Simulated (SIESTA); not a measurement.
**Bi in SIESTA: convergence with Tolerance**

Bi:

```xyz
1
Lattice="-2.0511 1.9323 1.9637 2.0091 -1.9541 1.9436 2.0700 1.9730 -1.9856" Properties=species:S:1:pos:R:3 pbc="T T T"
Bi   -0.0472   -0.0316   -0.0216
```

The cell isn't the ideal one: cell strained at random at fixed volume.

| Property | Result |
| --- | --- |
| Program | SIESTA 5.4.2 |
| Task | single point |
| Functional | LDA |
| Potentials or basis | PseudoDojo 0.4 standard (LDA files) |
| Basis | DZP (energy shift 0.003 Ry; two zetas on semicore shells) |
| Grid cutoff | 500 Ry |
| Energy shift | 0.003 Ry |
| k mesh | 7 × 7 × 7 |
| Occupations | fermi-dirac, width 0.05 eV |
| Spin | no spin polarisation |

These are the settings of the first run; the series varies Tolerance, with any setting tied to it.

Hardware: 1 thread of Intel(R) Xeon(R) Platinum 8259CL CPU @ 2.50GHz (Skylake/Cascade Lake), on a shared host.

Task: The values tried are 0.1, 0.01, 0.001, 0.0001, 1e-05, 1e-06, loosest first. From which on does the pressure stay within 0.1 GPa of the tightest run that finished?

Result: From 0.01 on.

| Tolerance | energy less the tightest run, at zero smearing (meV/atom) | pressure (GPa) | SCF cycles | CPU time (s) | peak memory (GiB) |
| --- | --- | --- | --- | --- | --- |
| 0.1 | 11.14 | -1.07 | 2 | 9.9 | 0.21 |
| 0.01 | 0.00 | -1.34 | 4 | 12 | 0.21 |
| 0.001 | 0.00 | -1.34 | 5 | 13 | 0.21 |
| 0.0001 | 0.00 | -1.34 | 7 | 16 | 0.21 |
| 1e-05 | 0.00 | -1.34 | 8 | 17 | 0.21 |
| 1e-06 | 0.00 | -1.34 | 9 | 18 | 0.21 |

Against the tightest run, the energy stays within 1 meV/atom from 0.01 on. The tightest run that finished is the yardstick and may itself not be fully converged.

Caveat, for the tightest run too: the basis of atomic orbitals isn't converged, which shifts pressures, moduli and gaps.
